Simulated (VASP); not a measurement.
# TiTe2 in VASP: a series of runs

One slab, TiTe2, is run at these levels: PBE; tasks: single point.

Everything below comes from runs of VASP 6.6.1. Logs are shortened: lines on timing, memory, paths and dates and some standing lists are left out, and cuts for length are marked.

## 1. Starting point

The cell holds a slab with vacuum, 6 atoms: a = 3.777 Å, b = 3.777 Å, c = 27.913 Å, α = 90.00°, β = 90.00°, γ = 120.00°.

## 2. Single point, PBE

File INCAR:

```
PREC = Accurate ; ENCUT = 750
EDIFF = 1E-7 ; ISMEAR = 0
SIGMA = 0.05 ; LREAL = F
LASPH = T ; NELM = 120
ALGO = Normal ; ISIF = 2
LWAVE = F ; LCHARG = F
LDIPOL = T ; IDIPOL = 3
DIPOL = 0.5 0.5 0.500 ; GGA = PE
NBANDS = 38 ; LVHAR = T
LVACPOTAV = T
```

File KPOINTS:

```
Automatic mesh
0
Gamma
  9 9 1
```

File POSCAR:

```
TiTe2
1.0
    3.7770008876      0.0000000000      0.0000000000
   -1.8885004438      3.2709787188      0.0000000000
    0.0000000000      0.0000000000     27.9133488000
Te Ti
4 2
Direct
    0.3333333333      0.6666666666      0.3224263797
    0.6666666667      0.3333333334      0.4447817741
    0.3333333333      0.6666666666      0.5552182259
    0.6666666667      0.3333333334      0.6775736203
    0.0000000000      0.0000000000      0.3836040769
    0.0000000000      0.0000000000      0.6163959231
```

Potentials or basis: VASP PAW PBE potentials, release 64 (Te, Ti_sv).

Started as:

```console
cat potpaw_PBE.64/Te/POTCAR potpaw_PBE.64/Ti_sv/POTCAR > POTCAR
mpirun -np 1 vasp_std > vasp.out
```

OUTCAR:

```text
PREC = Accurate
   ENCUT = 750
   EDIFF = 1E-7
   ISMEAR = 0
   LREAL = F
   LASPH = T
   NELM = 120
   ISIF = 2
   GGA = PE

 Found     12 irreducible k-points:

 Following reciprocal coordinates:
            Coordinates               Weight
  0.000000  0.000000  0.000000      1.000000
  0.111111  0.000000  0.000000      6.000000
  0.222222 -0.000000  0.000000      6.000000
  0.333333  0.000000  0.000000      6.000000
  0.444444 -0.000000  0.000000      6.000000
  0.111111  0.111111  0.000000      6.000000
   k-points           NKPTS =     12   k-points in BZ     NKDIM =     12   number of bands    NBANDS=     38
   number of dos      NEDOS =    301   number of ions     NIONS =      6
   total plane-waves  NPLWV = 324000
   dimension x,y,z NGX =    36 NGY =   36 NGZ =  250
   dimension x,y,z NGXF=    72 NGYF=   72 NGZF=  500
   ions per type =               4   2
   NGX,Y,Z   is equivalent  to a cutoff of  15.85, 15.85, 14.89 a.u.
   NGXF,Y,Z  is equivalent  to a cutoff of  31.69, 31.69, 29.78 a.u.
 SYSTEM =  unknown system
   PREC   = accura    normal or accurate (medium, high low for compatibility)
   ISTART =      0    job   : 0-new  1-cont  2-samecut
   ICHARG =      2    charge: 1-file 2-atom 10-const
   ISPIN  =      1    spin polarized calculation?
   LNONCOLLINEAR =      F non collinear calculations
   LSORBIT =      F    spin-orbit coupling
   LASPH  =      T    aspherical Exc in radial PAW
   ENCUT  =  750.0 eV  55.12 Ry    7.42 a.u.   8.43  8.43 62.33*2*pi/ulx,y,z
   NELM   =    120;   NELMIN=  2; NELMDL= -5     # of ELM steps
   EDIFF  = 0.1E-06   stopping-criterion for ELM
   LREAL  =      F    real-space projection
   EDIFFG = 0.1E-05   stopping-criterion for IOM
   NSW    =      0    number of steps for IOM
   IBRION =     -1    ionic relax: 0-MD 1-quasi-New 2-CG
   NFREE  =      0    steps in history (QN), initial steepest desc. (CG)
   ISIF   =      2    stress and relaxation
   ISYM   =      2    0-nonsym 1-usesym 2-fastsym
   POTIM  = 0.5000    time-step for ionic-motion
   TEBEG  =    0.0;   TEEND  =   0.0 temperature during run
   PSTRESS=    0.0 pullay stress
   NELECT =      48.0000    total number of electrons
   NUPDOWN=      -1.0000    fix difference up-down
   EMIN   =  10.00;   EMAX   =-10.00  energy-range for DOS
   EFERMI =   0.00;   METHOD = LEGACY
   ISMEAR =     0;   SIGMA  =   0.05  broadening in eV -4-tet -1-fermi 0-gaus
   EFERMI_NEDOS =   21; number of points for ismear=-14 and -15
   IALGO  =     38    algorithm
   IMIX   =      4    mixing-type and parameters
     AMIX     =   0.40;   BMIX     =  1.00
     AMIX_MAG =   1.60;   BMIX_MAG =  1.00
  volume/ion in A,a.u.               =      57.48       387.87
  Fermi-wavevector in a.u.,A,eV,Ry     =   0.848418  1.603277  9.793642  0.719812
  Thomas-Fermi vector in A             =   1.964078
   LORBIT       =      0    0 simple, 1 ext, 2 COOP (PROOUT), +10 PAW based schemes
   GGA     = PE    functional components
   LHFCALC =     F    Hartree Fock is set to
   AEXX    =    0.0000 exact exchange contribution
   IVDW    =     0    specifies the selected vdW correction
   LEPSILON=     F    determine dielectric tensor
   LRPA    =     F    only Hartree local field effects (RPA)
 non-spin polarized calculation
 Gauss-broadening in eV      SIGMA  =   0.05
  energy-cutoff  :      750.00
  volume of cell :      344.86
 maximum number of plane-waves:     16199
 NGX is ok and might be reduce to    36
   NGX = 17   NGY = 17   NGZ =125

 dipolmoment           0.000000      0.000000     -0.000000 electrons x Angstroem

 number of electron      47.9999997 magnetization

 dipolmoment           0.000000      0.000000      0.000000 electrons x Angstroem

 Free energy of the ion-electron system (eV)
  ---------------------------------------------------
  ext. energy  EPLUGINS =         0.00000000
  ---------------------------------------------------
  free energy    TOTEN  =       -32.37211920 eV

  energy without entropy =      -32.36624259  energy(sigma->0) =      -32.36918090

 E-fermi :   0.5042     XC(G=0):  -5.0103

 val. band max:        0.4922254740   @ k =   0.3333   0.0000   0.0000
 cond. band min:       0.5298030303   @ k =   0.4444  -0.0000   0.0000
 fundamental gap:      0.0375775563
 Fermi energy:         0.5042411644

 k-point     1 :       0.0000    0.0000    0.0000
  band No.  band energies     occupation
      1     -56.9842      2.00000
      2     -56.9842      2.00000
      3     -33.2363      2.00000
      4     -33.2363      2.00000
      5     -33.2363      2.00000
      6     -33.2363      2.00000
[... 28 lines left out ...]
     35       4.8616      0.00000
     36       4.9739      0.00000

 k-point     2 :       0.1111    0.0000    0.0000
  band No.  band energies     occupation
      1     -56.9838      2.00000
      2     -56.9838      2.00000
      3     -33.2412      2.00000
      4     -33.2412      2.00000
      5     -33.2375      2.00000
      6     -33.2375      2.00000
[... 28 lines left out ...]
     35       5.0783      0.00000
     36       5.1630      0.00000

 k-point     3 :       0.2222   -0.0000    0.0000
  band No.  band energies     occupation
      1     -56.9830      2.00000
      2     -56.9830      2.00000
      3     -33.2534      2.00000
      4     -33.2534      2.00000
      5     -33.2403      2.00000
      6     -33.2403      2.00000
[... 28 lines left out ...]
     35       5.5578      0.00000
     36       5.6012      0.00000

 k-point     4 :       0.3333    0.0000    0.0000
  band No.  band energies     occupation
      1     -56.9820      2.00000
      2     -56.9820      2.00000
      3     -33.2673      2.00000
      4     -33.2673      2.00000
      5     -33.2435      2.00000
      6     -33.2435      2.00000
[... 28 lines left out ...]
     35       5.3658      0.00000
     36       5.4703      0.00000

 k-point     5 :       0.4444   -0.0000    0.0000
  band No.  band energies     occupation
      1     -56.9813      2.00000
      2     -56.9813      2.00000
      3     -33.2764      2.00000
      4     -33.2764      2.00000
      5     -33.2455      2.00000
      6     -33.2455      2.00000
[... 28 lines left out ...]
     35       4.8859      0.00000
     36       5.1964      0.00000

 k-point     6 :       0.1111    0.1111    0.0000
  band No.  band energies     occupation
      1     -56.9832      2.00000
      2     -56.9832      2.00000
      3     -33.2493      2.00000
      4     -33.2493      2.00000
      5     -33.2399      2.00000
      6     -33.2399      2.00000
[... 28 lines left out ...]
     35       5.4315      0.00000
     36       5.4841      0.00000

 [... further k-points ...]

 [bands above 36 left out]

------------------------ aborting loop because EDIFF is reached ----------------------------------------

  FORCE on cell =-STRESS in cart. coord.  units (eV):
  Direction    XX          YY          ZZ          XY          YZ          ZX
  --------------------------------------------------------------------------------------
  -------------------------------------------------------------------------------------
  Total        0.3244951      0.3244951      1.7827288      0.0000000      0.0000000      0.0000000
  in kB        1.5075855      1.5075855      8.2824556      0.0000000      0.0000000      0.0000000
  external PRESSURE =       3.7658755 kB  Pullay stress =       0.0000000 kB

 VOLUME and BASIS-vectors are now :
 -----------------------------------------------------------------------------
  energy-cutoff  :      750.00
  volume of cell :      344.86
      direct lattice vectors                 reciprocal lattice vectors
     3.777000888  0.000000000  0.000000000     0.264760330  0.152859448  0.000000000
    -1.888500444  3.270978719  0.000000000     0.000000000  0.305718895  0.000000000
     0.000000000  0.000000000 27.913348800     0.000000000  0.000000000  0.035825153

 POSITION                                       TOTAL-FORCE (eV/Angst)
 -----------------------------------------------------------------------------------
     -0.00000      2.18065      9.00000         0.000000      0.000000     -0.267434
      1.88850      1.09033     12.41535        -0.000000      0.000000      0.021200
     -0.00000      2.18065     15.49800         0.000000      0.000000     -0.021200
      1.88850      1.09033     18.91335         0.000000     -0.000000      0.267434
      0.00000      0.00000     10.70767         0.000000      0.000000      0.122273
      0.00000      0.00000     17.20567         0.000000      0.000000     -0.122273
 -----------------------------------------------------------------------------------
    total drift:                               -0.000000     -0.000000      0.000000

  FREE ENERGIE OF THE ION-ELECTRON SYSTEM (eV)
  ---------------------------------------------------
  free  energy   TOTEN  =       -32.3721192019 eV

  energy  without entropy=      -32.3662425899  energy(sigma->0) =      -32.36918090

 vacuum level on the upper side and lower side of the slab         5.444         5.444
```

OSZICAR:

```text
N       E                     dE             d eps       ncg     rms          rms(c)
DAV:   1     0.465159415371E+03    0.46516E+03   -0.23659E+04  1008   0.137E+03
DAV:   2     0.214095762494E+02   -0.44375E+03   -0.42341E+03  1062   0.316E+02
DAV:   3    -0.295815654332E+02   -0.50991E+02   -0.49347E+02  1388   0.967E+01
DAV:   4    -0.364604138136E+02   -0.68788E+01   -0.68076E+01  1520   0.290E+01
[... 20 lines left out ...]
DAV:  25    -0.323721164458E+02   -0.99647E-06   -0.14046E-08   772   0.664E-04    0.129E-03
DAV:  26    -0.323721187473E+02   -0.23015E-05   -0.10133E-07   796   0.111E-03    0.689E-04
DAV:  27    -0.323721190216E+02   -0.27430E-06   -0.61355E-09   698   0.355E-04    0.605E-04
DAV:  28    -0.323721191305E+02   -0.10895E-06   -0.13583E-09   612   0.174E-04    0.469E-04
DAV:  29    -0.323721192019E+02   -0.71382E-07   -0.35288E-10   666   0.169E-04
   1 F= -.32372119E+02 E0= -.32369181E+02  d E =-.587661E-02
```

stdout:

```text
POSCAR found type information on POSCAR TeTi
 POSCAR found :  2 types and       6 ions
 scaLAPACK will be used
 LDA part: xc-table for (Slater+PW92), standard interpolation
 POSCAR, INCAR and KPOINTS ok, starting setup
 FFT: planning ... GRIDC
 FFT: planning ... GRID_SOFT
 FFT: planning ... GRID
 WAVECAR not read
 entering main loop
 -----------------------------------------------------------------------------
|                                                                             |
|           W    W    AA    RRRRR   N    N  II  N    N   GGGG   !!!           |
|           W    W   A  A   R    R  NN   N  II  NN   N  G    G  !!!           |
|           W    W  A    A  R    R  N N  N  II  N N  N  G       !!!           |
|           W WW W  AAAAAA  RRRRR   N  N N  II  N  N N  G  GGG   !            |
|           WW  WW  A    A  R   R   N   NN  II  N   NN  G    G                |
|           W    W  A    A  R    R  N    N  II  N    N   GGGG   !!!           |
|                                                                             |
|     Did not find any points to average over, which means that no vacuum     |
|     field-free region was found. Please increase the size of  your cell     |
|     in the dimension of the dipole correction to obtain accurate            |
|     workfunction values.                                                    |
|                                                                             |
 -----------------------------------------------------------------------------
```

Wall time 7.2 min (1 thread of Intel Xeon Platinum 8488C (Sapphire Rapids), shared host); peak memory 0.78 GiB.

The run converged, but some of its settings lie outside the range that counts as converged, so its numbers aren't taken as properties of the slab.

Results:

```yaml
Free_energy: -32.3721 eV
Largest_force: 0.267 eV/Å
Band_gap_on_the_k_mesh: none (metal or under the smearing width)
Work_function_of_the_upper_face: 4.94 eV
Work_function_of_the_lower_face: 4.94 eV
```

## 3. Single point, PBE

This run uses another cell than the first one, of 45.12 Å³/atom, 0.785 times its volume.

Changes to INCAR since step 2:

```diff
@@ -1,2 +1,2 @@
-PREC = Accurate ; ENCUT = 750
+PREC = Accurate ; ENCUT = 340
 EDIFF = 1E-7 ; ISMEAR = 0
```

File KPOINTS:

```
Automatic mesh
0
Gamma
  3 3 1
```

File POSCAR:

```
TiTe2
1.0
    3.7770008876      0.0000000000      0.0000000000
   -1.8885004438      3.2709787188      0.0000000000
    0.0000000000      0.0000000000     21.9133488000
Te Ti
4 2
Direct
    0.3333333333      0.6666666666      0.2738057088
    0.6666666667      0.3333333334      0.4296627086
    0.3333333333      0.6666666666      0.5703372914
    0.6666666667      0.3333333334      0.7261942912
    0.0000000000      0.0000000000      0.3517342087
    0.0000000000      0.0000000000      0.6482657913
```

Potentials or basis: VASP PAW PBE potentials, release 64 (Te, Ti_sv).

Started as:

```console
cat potpaw_PBE.64/Te/POTCAR potpaw_PBE.64/Ti_sv/POTCAR > POTCAR
mpirun -np 1 vasp_std > vasp.out
```

It took 30 s on 1 thread of Intel Xeon Platinum 8488C (Sapphire Rapids), shared host; peak memory 0.26 GiB.

The run converged, but some of its settings lie outside the range that counts as converged, so its numbers aren't taken as properties of the slab.

Results:

```yaml
Free_energy: -31.9699 eV
Largest_force: 0.345 eV/Å
Band_gap_on_the_k_mesh: none (metal or under the smearing width)
Work_function_of_the_upper_face: 4.92 eV
Work_function_of_the_lower_face: 4.92 eV
```

Caveat: the k mesh is coarse (spacing up to 0.64 Å⁻¹), so the values aren't converged; the cutoff is under 1.25 times the usual one of these potentials, so pressure, stress and relaxed cells hold a basis-set (Pulay) error.
